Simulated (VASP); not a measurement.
# CdS: layer in an electric field

CdS, sheet, 2 atoms in the cell. PBE; PAW potentials Cd, S (PBE set).

Vacuum (Å): 10; k-point spacing in the plane (1/Å): 0.25; In-plane mesh in multiples of three: yes; Starting cell: layer relaxed first with the same functional; Layers: 1; Field step (eV/Å): 0.1.

## Input

INCAR.step1:
```
ALGO     = Normal         # electronic algorithm
AMIN     = 0.01         
DIPOL    = 0.5 0.5 0.5  
EDIFF    = 1E-7           # SCF threshold, eV
EFIELD   = -0.4         
ENCUT    = 360            # plane-wave cutoff, eV
GGA      = PE             # functional
IDIPOL   = 3            
ISMEAR   = 0              # smearing method
KPAR     = 4            
LASPH    = True           # aspherical terms in the spheres
LCHARG   = False          # write CHGCAR
LDIPOL   = True         
LREAL    = False          # projectors in reciprocal space
LWAVE    = False          # write WAVECAR
NELM     = 150            # most SCF steps
PREC     = Accurate       # precision mode
SIGMA    = 0.02           # smearing width, eV
```

INCAR.step2, as INCAR.step1 but for:
```
- EFIELD = -0.4
+ EFIELD = -0.2
```

INCAR.step3 changes the same tag again: EFIELD = -0.1.

INCAR.step4, as INCAR.step3 but for:
```
- EFIELD = -0.1
```

INCAR.step5 to INCAR.step7 change the same tag again: EFIELD = 0.1, 0.2, 0.4.

KPOINTS:
```
Automatic mesh
0
Gamma
  9 9 1
  0 0 0
```

POSCAR:
```
CdS
1.0
    4.2594941686      0.0000000000      0.0000000000
   -2.1297470843      3.6888301573      0.0000000000
    0.0000000000      0.0000000000     10.0039887504
Cd S
1 1
Direct
    0.0000000000      0.0000000000      0.5001993580
    0.3333333333      0.6666666667      0.4998006420
```

Commands (each step's output is kept before the next begins):
```
cat potpaw_PBE.64/Cd/POTCAR potpaw_PBE.64/S/POTCAR > POTCAR
cp INCAR.step1 INCAR
mpirun -np 4 vasp_std > vasp.out
rm WAVECAR CHG
cp INCAR.step2 INCAR
mpirun -np 4 vasp_std > vasp.out
rm WAVECAR CHG
cp INCAR.step3 INCAR
mpirun -np 4 vasp_std > vasp.out
rm WAVECAR CHG
cp INCAR.step4 INCAR
mpirun -np 4 vasp_std > vasp.out
rm WAVECAR CHG
cp INCAR.step5 INCAR
mpirun -np 4 vasp_std > vasp.out
rm WAVECAR CHG
cp INCAR.step6 INCAR
mpirun -np 4 vasp_std > vasp.out
rm WAVECAR CHG
cp INCAR.step7 INCAR
mpirun -np 4 vasp_std > vasp.out
```

## Result

- Polarisability along the normal (Å³ per cell): 3.28
- 4 pi alpha over area (Å): 2.63

Field series:

| EFIELD (eV/Å) | dipole along z (e Å, as printed) | gap on the mesh (eV) |
|---|---|---|
| -0.400 | -0.0925 | 1.610 |
| -0.200 | -0.0467 | 1.612 |
| -0.100 | -0.0238 | 1.613 |
| 0.000 | -0.0010 | 1.613 |
| 0.100 | 0.0218 | 1.613 |
| 0.200 | 0.0447 | 1.612 |
| 0.400 | 0.0905 | 1.610 |

Limits: In strong fields electrons can gather in the vacuum; the last points may hold such a state.

VASP 6.6.1 took 84 s on 4 cores (AMD EPYC 7R43 (Zen 3)), a shared host.
